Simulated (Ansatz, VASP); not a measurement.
# Two plane-wave programs on Mg

INCAR

```
SYSTEM = Mg
PREC = Accurate ; ENCUT = 520
EDIFF = 1E-6 ; ISMEAR = 0
SIGMA = 0.15 ; LREAL = .False.
LASPH = .True. ; NELM = 100
ALGO = Normal ; ISIF = 2
LWAVE = .False. ; LCHARG = .True.
GGA = PE ; LELF = .True.
LVHAR = .True. ; NBANDS = 7
```

The input KPOINTS:

```
Automatic mesh
0
Gamma
  18 18 18
  0 0 0
```

File POSCAR:

```
Mg
1.0
   -1.9145856564      1.9145856564      1.6309433370
    1.9145856564     -1.9145856564      1.6309433370
    1.9145856564      1.9145856564     -1.6309433370
Mg
1
Direct
    0.0000000000      0.0000000000      0.0000000000
```

Input for Ansatz:

```yaml
crystal:
  lattice:
    - [-1.9145856564, 1.9145856564, 1.630943337]
    - [1.9145856564, -1.9145856564, 1.630943337]
    - [1.9145856564, 1.9145856564, -1.630943337]
  atoms:
    - { symbol: Mg, position: [0.0, 0.0, 0.0] }
basis:
  ecutwfc: 420
kpoints:
  mp_grid: { grid: [18, 18, 18] }
hamiltonian:
  xc: pbe
scf:
  occupations: { method: gaussian, width: 0.15 }
output:
  forces: true
  stress: true
  eigenvalues: true
```

Change from the starting cell: strain +0.080 along x and y, -0.080 along z, atoms carried along.

Alike in both runs: task single point; functional PBE; k mesh 18 × 18 × 18; occupations gaussian, width 0.15 eV; no spin polarisation.

|  | VASP | Ansatz |
| --- | --- | --- |
| version | VASP 6.6.1 | Ansatz 0.2.0 |
| potentials or method | VASP PAW PBE potentials, release 64 (Mg) | scalar-relativistic, plane waves, PAW |
| plane-wave cutoff (eV) | 520 | 420 |
| valence electrons in the cell | 2 | 10 |

|  | VASP | Ansatz | Ansatz less VASP |
| --- | --- | --- | --- |
| gap on the k mesh at the Fermi level (eV) | none | none | - |
| pressure (GPa) | -1.2 | -1.0 | +0.12 |
| largest component of the traceless stress (GPa) | 0.81 | 0.82 | +0.009 |

A gap of «none» marks a metal or a gap that the smearing closes. The two sets of potentials don't hold the same shells in valence.
